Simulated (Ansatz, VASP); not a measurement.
# Re: VASP beside Ansatz

Contents of INCAR:

```
SYSTEM = Re
ALGO     = Normal         ! electronic algorithm
EDIFF    = 1E-6           ! SCF threshold, eV
ENCUT    = 520            ! plane-wave cutoff, eV
GGA      = CA             ! functional
ISIF     = 2              ! what is computed and relaxed
ISMEAR   = -1             ! smearing method
LASPH    = .TRUE.         ! aspherical terms in the spheres
LCHARG   = .FALSE.        ! write CHGCAR
LREAL    = .FALSE.        ! projectors in reciprocal space
LWAVE    = .FALSE.        ! write WAVECAR
NBANDS   = 10             ! bands
NELM     = 60             ! most SCF steps
PREC     = Accurate       ! precision mode
SIGMA    = 0.03           ! smearing width, eV
```

Contents of KPOINTS:

```
k-points
0
G
  14 14 14
  0 0 0
```

POSCAR

```
Re
1.0
    0.0000000000      1.9750000000      1.9355000000
    1.9750000000      0.0000000000      1.9355000000
    1.9750000000      1.9750000000      0.0000000000
Re
1
Direct
    0.0000000000      0.0000000000      0.0000000000
```

Input for Ansatz:

```yaml
crystal:
  lattice:
    - [0.0, 1.975, 1.9355]
    - [1.975, 0.0, 1.9355]
    - [1.975, 1.975, 0.0]
  atoms:
    - { symbol: Re, position: [0.0, 0.0, 0.0] }
kpoints:
  mp_grid: { grid: [14, 14, 14] }
  band_path:
    path:
      - [0.0, 0.0, 0.0]
      - [0.0, 0.5, 0.5]
      - [0.25, 0.75, 0.5]
      - [0.0, 0.5, 0.0]
      - [0.0, 0.0, 0.0]
      - [0.5, 0.5, 0.0]
      - [0.3801541025, 0.6198458975, 0.0]
      - [-0.3801541025, 0.3801541025, 0.0]
      - [0.0, 0.0, 0.0]
    npoints: 5
scf:
  occupations: { method: fermi_dirac, width: 0.03 }
hamiltonian:
  xc: lda
  pseudopotentials: { kind: all_electron, lapw: { basis_error: 0.001 } }
output:
  forces: true
  stress: true
  eigenvalues: true
```

Change from the starting cell: zz strain of -2 %.

Alike in both runs: task single point; functional LDA; k mesh 14 × 14 × 14; occupations fermi-dirac, width 0.03 eV; no spin polarisation.

|  | VASP | Ansatz |
| --- | --- | --- |
| version | VASP 6.6.1 | Ansatz 0.2.0 |
| potentials or method | VASP PAW LDA potentials, release 64 (Re) | all-electron LAPW, scalar-relativistic |
| plane-wave cutoff (eV) | 520 | see its input |

|  | VASP | Ansatz | Ansatz less VASP |
| --- | --- | --- | --- |
| pressure (GPa) | -16.7 | -17.6 | -0.81 |
| largest component of the traceless stress (GPa) | 2.73 | 2.64 | -0.088 |

Ansatz ran all-electron here, so the differences hold the error of VASP's frozen core and of both bases.

Caveats: so large a pressure means that the cell lies far from this level's equilibrium, or that cutoff or potentials fall short (VASP). The runs have no spin-orbit coupling, so splittings on Re are missing.
